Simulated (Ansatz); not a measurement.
# Be: response to strain

Aim: deform Be (z strained by -3 % at fixed volume) and compute stress, forces and field gradients with LAPW, PAW and all-electron datasets made for the crystal.

Computed with Ansatz 0.2.0 (DFT PBE, scalar-relativistic, unless a step's input says otherwise).

1 further run of the same task is left out (set aside as unsound or not needed).

## (1) The structure to begin with

Symmetry: Im-3m, No. 229, cubic system. Conventional cell: a = 2.500 Å, b = 2.500 Å, c = 2.500 Å, α = 90.00°, β = 90.00°, γ = 90.00°. Be (site symmetry m-3m) has 8 Be at 2.17 Å as nearest neighbours.

Structure file:

```xyz
1
Lattice="-1.2502 1.2502 1.2502 1.2502 -1.2502 1.2502 1.2502 1.2502 -1.2502" Properties=species:S:1:pos:R:3 pbc="T T T"
Be    0.0000    0.0000    0.0000
```

## (2) After the deformation

Space group Im-3m before, I4/mmm after.

## (3) Full-potential LAPW

File input.yaml:

```yaml
crystal:
  lattice:
    - [-1.2694215948, 1.2694215948, 1.2127282195]
    - [1.2694215948, -1.2694215948, 1.2127282195]
    - [1.2694215948, 1.2694215948, -1.2127282195]
  atoms:
    - { symbol: Be, position: [0.0, 0.0, 0.0] }
kpoints:
  mp_grid: { grid: [20, 20, 20] }
scf:
  occupations: { method: fermi_dirac, width: 0.05 }
hamiltonian:
  xc: pbe
  pseudopotentials: { kind: all_electron, lapw: { basis_error: 0.001 } }
output:
  forces: true
  stress: true
  eigenvalues: true
```

The run is started by

```console
$ ansatz run input.yaml --threads 1 --pin off --max-ram 2048MiB --backend cpu --events-out ev --progress --plain --runs-dir out
```

Log, cut to the lines that bear on the results:

```text
LAPW: plane waves up to 6.348 Å⁻¹, error target 1.0e-3 eV per atom; small_component_spin mean_spin; Be in spheres of 1.083 Å, 4 of its electrons in bands, Dirac shells []
[...]
Pseudopotentials: kind: all_electron
Pseudopotential: Be, LAPW, valence charge 4, Koelling and Harmon's equation, gaussian nucleus
Functional definition: PBE
[...]
Crystal: 1 atoms, lattice volume = 7.817 Å³
Basis set: ecut = 153.51333188997847 eV, 43 PW (Γ), exchange–correlation at level 2
Bands: 6, of which v1, the nominal top of the filled ones, is band 2 counted from 1 (1 counted from 0)
Symmetry: 16 space group operations
Space group: I4/mmm (ITA 139), of the structure as read, at distance tolerance 2.0e-5 Å
k-points: 641 of 8000
[...]
SCF iter   1: F=—  HF=-401.813837 eV  |F-HF|=—  |Δ(HF+E_count)|=         —  Δρ=4.10e-3  dr2=6.48e-4  ethr=1.61e-5  ⟨swp⟩=3.5  Hψ=34610  notcnv=0
[...]
SCF iter   4: F=-401.808644 eV  HF=-401.808644 eV  |F-HF|=7.58e-9  |Δ(HF+E_count)|=   4.73e-6  Δρ=1.00e-5  dr2=3.65e-9  ethr=2.97e-8  ⟨swp⟩=2.0  Hψ=10754  notcnv=0
[...]
SCF converged after 4 iterations
Free energy (F): -401.808644 eV
[...]
E sigma→0 (E₀):  -401.807742 eV
Entropy (-TS):   -0.001803 eV (-1.803 meV/atom)
Fermi energy:    9.611305 eV
[...]
--- Forces (eV/Å), atoms counted from 1 ---
  atom   1  Be     0.00000000     0.00000000     0.00000000
[...]
--- Stress (GPa, compression-positive) ---
       -1.006900       0.000000       0.000000
        0.000000      -1.006900       0.000000
        0.000000       0.000000       2.739239
  P = ⅓ Tr σ = 0.2418 GPa (2.418 kbar)
--- Band table (eV; the first three rows and the last of 641) ---
  k-point 0: bands = ["-91.3850", "-2.6826", "28.8639", "28.8639", "29.3407", "39.0964"]
[...]
```

It took 3 s on 1 thread of AMD EPYC 9R45 (Zen 5), shared host; peak memory 0.31 GiB.

This run gives: pressure 0.24 GPa; no gap.

## (4) Frozen-core PAW

input.yaml: that of step 3 with these lines changed.

```diff
@@ -13,3 +13,3 @@
   xc: pbe
-  pseudopotentials: { kind: all_electron, lapw: { basis_error: 0.001 } }
+  pseudopotentials: { kind: paw }
 output:
@@ -18 +18,6 @@
   eigenvalues: true
+  efg: { contact_densities: true }
+  write_density: true
+  write_potential: true
+  elf: true
+  volumetric_format: npy
```

The run is started by

```console
$ ansatz run input.yaml --threads 1 --pin off --max-ram 2048MiB --backend cpu --events-out ev --progress --plain --runs-dir out
```

Log, cut to the lines that bear on the results:

```text
[...]
Pseudopotentials: kind: paw
Pseudopotential: Be, paw, valence charge 2, recommended cutoff 420 eV (normal)
Functional definition: PBE
[...]
Crystal: 1 atoms, lattice volume = 7.817 Å³
Basis set: ecut = 420 eV, 141 PW (Γ), exchange–correlation on 30×30×30 points (8 copies of the dense FFT grid, shifted against one another)
Bands: 5, of which v1, the nominal top of the filled ones, is band 1 counted from 1 (0 counted from 0)
Symmetry: 16 space group operations
Space group: I4/mmm (ITA 139), of the structure as read, at distance tolerance 2.0e-5 Å
k-points: 641 of 8000
[...]
SCF iter   1: F=—  HF=-92.660679 eV  |F-HF|=—  |Δ(HF+E_count)|=         —  Δρ=5.64e-4  dr2=9.36e-6  ethr=1.77e-3  ⟨swp⟩=4.6  Hψ=29833  notcnv=0
[...]
SCF iter   6: F=-92.660700 eV  HF=-92.660700 eV  |F-HF|=2.84e-14  |Δ(HF+E_count)|=  5.68e-13  Δρ=2.49e-8  dr2=1.63e-14  ethr=1.00e-12  ⟨swp⟩=2.7  Hψ=9041  notcnv=0
[...]
SCF converged after 6 iterations
Free energy (F): -92.660700 eV
[...]
E sigma→0 (E₀):  -92.659799 eV
Entropy (-TS):   -0.001803 eV (-1.803 meV/atom)
Fermi energy:    9.114297 eV
[...]
--- Forces (eV/Å), atoms counted from 1 ---
  atom   1  Be     0.00000000     0.00000000     0.00000000
[...]
--- Stress (GPa, compression-positive) ---
       -0.982920       0.000000      -0.000000
        0.000000      -0.982920      -0.000000
        0.000000       0.000000       2.760266
  P = ⅓ Tr σ = 0.2648 GPa (2.648 kbar)
--- PAW observables at the nuclei: V_zz in 10²¹ V/m², potentials from the cell's mean, atoms counted from 1 ---
  atom   1  Be V_zz =    -0.065661   η = 0.0000   by run symmetry: allowed
            electrostatic potential = -242.634040 V   contact ρ = 238.384829 e/Å³
--- Band table (eV; the first three rows and the last of 641) ---
  k-point 0: bands = ["-3.1794", "28.3658", "28.3658", "28.8422", "38.5585"]
[...]
```

Run time: 1.4 s. Hardware: 1 thread of AMD EPYC 9R45 (Zen 5), shared host; peak memory 0.38 GiB.

This run gives: pressure 0.26 GPa; no gap; Vzz Be -0.07 (η = 0.00) (10²¹ V/m²).

The fields are shown in the conventional cell of this run's space group, carried over from its grid by interpolation.

Density in a lattice plane of the grid's cell (edges 2.54 and 2.43 Å, at 0.000 of the third edge), which holds Be.

Values in e/Å³, 12 rows by 12 columns:
```
0.10 0.14 0.22 0.26 0.26 0.25 0.25 0.25 0.26 0.26 0.22 0.14
0.20 0.22 0.25 0.26 0.26 0.25 0.25 0.25 0.26 0.26 0.25 0.22
0.26 0.26 0.27 0.27 0.26 0.25 0.25 0.25 0.26 0.27 0.27 0.26
0.27 0.27 0.27 0.26 0.26 0.25 0.25 0.25 0.26 0.26 0.27 0.27
0.27 0.27 0.26 0.26 0.25 0.25 0.25 0.25 0.25 0.26 0.26 0.27
0.27 0.26 0.26 0.26 0.25 0.25 0.25 0.25 0.25 0.26 0.26 0.26
0.27 0.27 0.26 0.26 0.25 0.25 0.25 0.25 0.25 0.26 0.26 0.27
0.27 0.27 0.27 0.26 0.26 0.25 0.25 0.25 0.26 0.26 0.27 0.27
0.26 0.26 0.27 0.27 0.26 0.25 0.25 0.25 0.26 0.27 0.27 0.26
0.20 0.22 0.25 0.26 0.26 0.25 0.25 0.25 0.26 0.26 0.25 0.22
0.10 0.14 0.22 0.26 0.26 0.25 0.25 0.25 0.26 0.26 0.22 0.14
0.05 0.10 0.20 0.25 0.26 0.25 0.25 0.25 0.26 0.25 0.20 0.10
```
Columns run along the first of these edges and rows up along the second, over one cell in 12 and 12 even steps from the bottom left corner. Atoms in the plane (fractional): Be at (0.00, 0.00).

ELF in the same plane.

Ten even steps from '0' (0.00) to '9' (0.65):
```
000002467899999876420000
000013467899999876431000
000124678899999887642100
122345778899999887754322
344567889999999998876544
666778899999999999887766
888889999999999999998888
999999999999999999999999
999999999999999999999999
999999999999999999999999
999999999999999999999999
999999999999999999999999
888889999999999999998888
666778899999999999887766
344567889999999998876544
122345778899999887754322
000124678899999887642100
000013467899999876431000
000002467899999876420000
000002357889998875320000
```
Columns run along the first of these edges and rows up along the second, over one cell in 24 and 20 even steps from the bottom left corner. Atoms in the plane (fractional): Be at (0.00, 0.00).

Both are smooth fields of the valence electrons: close to the nuclei they are not physical.

The highest ELF values outside the cores: 0.65 on the Be–Be line, 1.2 Å from Be.

## (5) All-electron PAW on datasets made for the crystal

input.yaml: that of step 4 with these lines changed.

```diff
@@ -13,3 +13,3 @@
   xc: pbe
-  pseudopotentials: { kind: paw }
+  pseudopotentials: { kind: all_electron, datasets: crystal }
 output:
@@ -19,5 +19 @@
   efg: { contact_densities: true }
-  write_density: true
-  write_potential: true
-  elf: true
-  volumetric_format: npy
```

The run is started by

```console
$ ansatz run input.yaml --threads 1 --pin off --max-ram 2048MiB --backend cpu --events-out ev --progress --plain --runs-dir out
```

Log, cut to the lines that bear on the results:

```text
[...]
Pseudopotentials: kind: all_electron
Pseudopotential: Be, paw, valence charge 2, recommended cutoff 240 eV (normal), Koelling and Harmon's equation, gaussian nucleus
Functional definition: PBE
[...]
Crystal: 1 atoms, lattice volume = 7.817 Å³
Basis set: ecut = 240 eV, 71 PW (Γ), exchange–correlation on 24×24×24 points (8 copies of the dense FFT grid, shifted against one another)
Bands: 5, of which v1, the nominal top of the filled ones, is band 1 counted from 1 (0 counted from 0)
Symmetry: 16 space group operations
Space group: I4/mmm (ITA 139), of the structure as read, at distance tolerance 2.0e-5 Å
k-points: 641 of 8000
[...]
SCF iter   1: F=—  HF=-401.660227 eV  |F-HF|=—  |Δ(HF+E_count)|=         —  Δρ=2.00e-2  dr2=8.86e-3  ethr=4.52e-4  ⟨swp⟩=2.8  Hψ=20482  notcnv=0
[...]
Past the cutoffs: a stress includes 0.0002 GPa for waves and charges beyond them, in addition to the slope of what the spheres take
In the spheres:  the bands' charges fall short by 3.5e-7 e at most (sound up to 1e-3)
Fermi energy:    9.611049 eV
[...]
  The terms above E_closure are by the made datasets' own strengths, without shells solved beside the bands.
--- Forces (eV/Å), atoms counted from 1 ---
  atom   1  Be    -0.00000000     0.00000000     0.00000000
[...]
--- Stress (GPa, compression-positive) ---
       -1.014215       0.000000       0.000000
        0.000000      -1.014215       0.000000
       -0.000000      -0.000000       2.724238
  P = ⅓ Tr σ = 0.2319 GPa (2.319 kbar)
--- PAW observables at the nuclei: V_zz in 10²¹ V/m², potentials from the cell's mean, atoms counted from 1 ---
  atom   1  Be V_zz =    -0.066115   η = 0.0000   by run symmetry: allowed
            electrostatic potential = -242.648635 V   contact ρ = 238.417311 e/Å³
--- Band table (eV; the first three rows and the last of 641) ---
  k-point 0: bands = ["-2.6826", "28.8619", "28.8619"]
[...]
```

Wall time 3.1 s (1 thread of AMD EPYC 9R45 (Zen 5), shared host); peak memory 0.37 GiB.

This run gives: pressure 0.23 GPa; no gap; Vzz Be -0.07 (η = 0.00) (10²¹ V/m²).

## (6) Stress and forces compared

Stress (GPa, compression positive):

```
          method     xx     yy    zz    yz    xz    xy
            LAPW  -1.01  -1.01  2.74  0.00  0.00  0.00
             PAW  -0.98  -0.98  2.76  0.00  0.00  0.00
crystal datasets  -1.01  -1.01  2.72  0.00  0.00  0.00
```

| method | pressure (GPa) | Vzz Be (10²¹ V/m²) | SCF cycles, all passes | time |
| --- | --- | --- | --- | --- |
| LAPW | 0.24 | – | 4 | 3 s |
| PAW | 0.26 | -0.07 | 6 | 1.4 s |
| crystal datasets | 0.23 | -0.07 | 5 | 3.1 s |

## (7) Outcome

```
                                 quantity                                           value
                                 pressure  LAPW 0.24, PAW 0.26, crystal datasets 0.23 GPa
largest shear or deviatoric stress (LAPW)                                        2.50 GPa
```

**Reading.** The largest part of the stress beyond the pressure is 2.50 GPa in size, in the zz component. No run of the undeformed cell stands beside it, so the pressure holds what the given cell had before the change. PAW: stress within 0.02 GPa of LAPW. Crystal datasets: stress within 0.02 GPa of LAPW.
